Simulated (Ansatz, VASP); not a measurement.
BeTe in VASP and in Ansatz

```
Te Be
1.0
     0.00000    2.77000    2.77000
     2.77000    0.00000    2.77000
     2.77000    2.77000    0.00000
Te Be
1 1
Direct
  0.75000 0.75000 0.75000
  0.00000 0.00000 0.00000
```

Alike in both runs: task single point; functional PBE; k mesh 8 × 8 × 8; occupations gaussian, width 0.013 eV; no spin polarisation.

```csv
,VASP,Ansatz
version,VASP 6.6.1,Ansatz 0.2.0
potentials or method,"VASP PAW PBE potentials, release 64 (Te, Be)",Ansatz PAW
plane-wave cutoff (eV),520,420
valence electrons in the cell,8,18
```

```tsv
	VASP	Ansatz	Ansatz less VASP
gap on the k mesh at the Fermi level (eV)	1.85	1.86	+0.016
least direct gap on the mesh (eV)	3.56	3.59	+0.022
pressure (GPa)	4.5	4.3	-0.18
```

With one functional, cell and mesh, what is left measures potentials, basis and numerics. The two sets of potentials don't hold the same shells in valence.

Caveats: spin-orbit coupling is left out, which moves the levels of the heavy elements. A k mesh can miss the band edges.
